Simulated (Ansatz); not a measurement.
# Co3Sn2: tests of the settings

One table from this session's results is given with a row withheld; the runs are named, their logs left out.

Program: Ansatz 0.2.0. Level of theory: DFT PBEsol, scalar-relativistic, plane waves, PAW. These are calculated values, not measurements.

1 further run of the same task is left out (set aside as unsound or not needed). Runs told in other sessions of the task aren't counted.

## Starting point

It takes space group P-6m2 (No. 187, hexagonal). Conventional cell: a = 4.223 Å, b = 4.223 Å, c = 5.067 Å, α = 90.00°, β = 90.00°, γ = 120.00°. Co (site symmetry 3m) has 5 Co at 2.50 to 2.76 Å and 6 Sn at 2.74 to 2.76 Å in its first shell of neighbours. Co (site symmetry -6m2) is surrounded by 5 Sn at 2.44 to 2.53 Å and 6 Co at 2.76 Å. Sn (site symmetry -6m2) has 8 Co at 2.53 to 2.74 Å in its first shell of neighbours. Sn (site symmetry -6m2) has 9 Co at 2.44 to 2.76 Å in its first shell of neighbours.

Structure file:

```
CELL_PARAMETERS angstrom
4.22299 0.00000 0.00000
-2.11150 3.65722 0.00000
0.00000 0.00000 5.06685
ATOMIC_POSITIONS crystal
Co 0.00000 0.00000 0.74636
Co 0.00000 0.00000 0.25364
Co 0.66667 0.33333 0.00000
Sn 0.66667 0.33333 0.50000
Sn 0.33333 0.66667 0.00000
```

Source of the structure: the Materials Project (structure only). It is taken as it stands there.

## The base run, which the others are set against

Contents of input.yaml:

```yaml
crystal:
  lattice:
    - [4.2229921449, 0.0, 0.0]
    - [-2.1114960725, 3.6572184775, 0.0]
    - [0.0, 0.0, 5.066854]
  atoms:
    - { symbol: Co, position: [0.0, 0.0, 0.746357], spin: 1.28 }
    - { symbol: Co, position: [0.0, 0.0, 0.253643], spin: 1.28 }
    - { symbol: Co, position: [0.66666667, 0.33333333, 0.0], spin: 0.61 }
    - { symbol: Sn, position: [0.66666667, 0.33333333, 0.5] }
    - { symbol: Sn, position: [0.33333333, 0.66666667, 0.0] }
basis:
  ecutwfc: 420
kpoints:
  mp_grid: { grid: [12, 12, 8] }
hamiltonian:
  xc: pbesol
scf:
  occupations: { method: gaussian, width: 0.1 }
output:
  forces: true
  stress: true
  eigenvalues: true
  populations: true
  write_density: true
  write_potential: true
  elf: true
  volumetric_format: npy
magnetization:
  spin_polarized: true
```

Its results, from an earlier run: -5435.6682 eV/atom at zero smearing, pressure -5.88 GPa, largest force 0.002 eV/Å, no gap on the mesh, site moments Co +1.14 (×2), Co +0.50 μB, in 17 SCF cycles and 5.2 min.

The first run:

Contents of input.yaml:

```yaml
crystal:
  lattice:
    - [4.2229921449, 0.0, 0.0]
    - [-2.1114960725, 3.6572184775, 0.0]
    - [0.0, 0.0, 5.066854]
  atoms:
    - { symbol: Co, position: [0.0, 0.0, 0.746357], spin: 1.25 }
    - { symbol: Co, position: [0.0, 0.0, 0.253643], spin: 1.25 }
    - { symbol: Co, position: [0.6666666667, 0.3333333333, 0.0], spin: 0.55 }
    - { symbol: Sn, position: [0.6666666667, 0.3333333333, 0.5] }
    - { symbol: Sn, position: [0.3333333333, 0.6666666667, 0.0] }
basis:
  ecutwfc: 150
kpoints:
  mp_grid: { grid: [12, 12, 8] }
hamiltonian:
  xc: pbesol
scf:
  occupations: { method: gaussian, width: 0.1 }
output:
  forces: true
  stress: true
  eigenvalues: true
  populations: true
magnetization:
  spin_polarized: true
```

Launch:

```sh
> ansatz run input.yaml --threads 1 --pin off --max-ram 2560MiB --backend cpu --events-out ev --progress --plain --runs-dir out
```

Steps of the session up to this table: Plane-wave cutoff: 150 eV; Plane-wave cutoff: 200 eV; Plane-wave cutoff: 250 eV; Plane-wave cutoff: 300 eV; Plane-wave cutoff: 350 eV; Plane-wave cutoff set to 380 eV; Plane-wave cutoff: 460 eV; Plane-wave cutoff: 520 eV; Plane-wave cutoff: 600 eV; Plane-wave cutoff set to 700 eV; Plane-wave cutoff set to 850 eV.

One table of the session follows, with a row left open; its other results are not shown here.

| cutoff (eV) | ΔE (meV/atom) | pressure (GPa) | largest change of a force component (eV/Å) | cell moment (μB) |
| --- | --- | --- | --- | --- |
| 150 | 79354 | 3.73 | 5.519 | 0.00 |
| 200 | 14944 | -6.97 | 0.882 | 2.66 |
| 250 | 2620 | -3.16 | 0.166 | 2.60 |
| 300 | 357 | -5.51 | 0.104 | 2.50 |
| 350 | 35.2 | -5.73 | 0.006 | 2.58 |
| 380 | 8.43 | -5.81 | 0.000 | 2.58 |
| 420 | 3.03 | -5.88 | 0.001 | 2.58 |
| 460 | ? | ? | ? | ? |
| 520 | 0.90 | -5.90 | 0.000 | 2.58 |
| 600 | 0.54 | -5.91 | 0.000 | 2.58 |
| 700 | 0.12 | -5.91 | 0.000 | 2.58 |
| 850 | 0.00 | -5.91 | 0.000 | 2.58 |

Estimate the missing values for cutoff (eV) = 460.

Worked estimate for «ΔE (meV/atom)». A straight line through the neighbours (420, 3.03) and (520, 0.90) gives 3.03 + (0.90 − 3.03) × (460 − 420) / (520 − 420) = 2.18; a parabola fitted to 4 rows on both sides gives 1.93.

The run gave: ΔE (meV/atom): 1.78; pressure (GPa): -5.90; largest change of a force component (eV/Å): 0.001; cell moment (μB): 2.58. In «ΔE (meV/atom)» the line misses by +0.40 and the parabola by +0.15.

Limits of these values: Warnings in the runs' records: cutoff below recommended, seeded moment not kept.
